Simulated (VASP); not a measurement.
Crystal: Rh.

```
Rh
1.0
     2.69235    0.00000    0.00000
    -1.34617    2.33164    0.00000
     0.00000    0.00000    4.39661
Rh
2
Direct
  0.33333 0.66667 0.25000
  0.66667 0.33333 0.75000
```

This isn't the form of Rh at room conditions, which is fcc.

- Program: VASP 6.6.1
- Task: relaxation of cell and atoms
- Functional: PBEsol
- Potentials or basis: VASP PAW PBE potentials, release 64 (Rh_pv)
- Cutoff: 600 eV
- k mesh: 6 × 6 × 4
- Occupations: gaussian, width 0.1 eV
- Spin: no spin polarisation

At the start: pressure -5.1 GPa; volume 13.80 Å³/atom.

Q: How do energy, volume and symmetry change on relaxing?

A: Over 7 steps the energy falls by 9.6 meV/atom and the volume is 13.55 Å³/atom (-1.8 %); space group P6_3/mmc (No. 194, to 0.05 Å).

Step by step:
| step | energy change (eV) | largest force (eV/Å) | pressure (GPa) | volume (Å³) |
| --- | --- | --- | --- | --- |
| 1 | 0.0000 | 0.0000 | -5.07 | 27.60 |
| 2 | 0.0404 | 0.0000 | 15.53 | 25.88 |
| 3 | -0.0159 | 0.0000 | 1.28 | 26.99 |
| 4 | -0.0183 | 0.0000 | -0.80 | 27.19 |
| 5 | -0.0191 | 0.0000 | -0.13 | 27.12 |
| 6 | -0.0191 | 0.0000 | 0.22 | 27.09 |
| 7 | -0.0191 | 0.0000 | 0.00 | 27.11 |

Final structure:
```yaml
crystal:
  lattice:
    - [2.69771, 0.00000, 0.00000]
    - [-1.34886, 2.33629, 0.00000]
    - [0.00000, 0.00000, 4.30135]
  atoms:
    - { symbol: Rh, position: [0.33333, 0.66667, 0.25000] }
    - { symbol: Rh, position: [0.66667, 0.33333, 0.75000] }
```

Caveat: the k mesh is coarse (spacing up to 0.45 Å⁻¹), so the values aren't converged; the PAW data sets were made with another functional, which shifts forces and pressure a little.
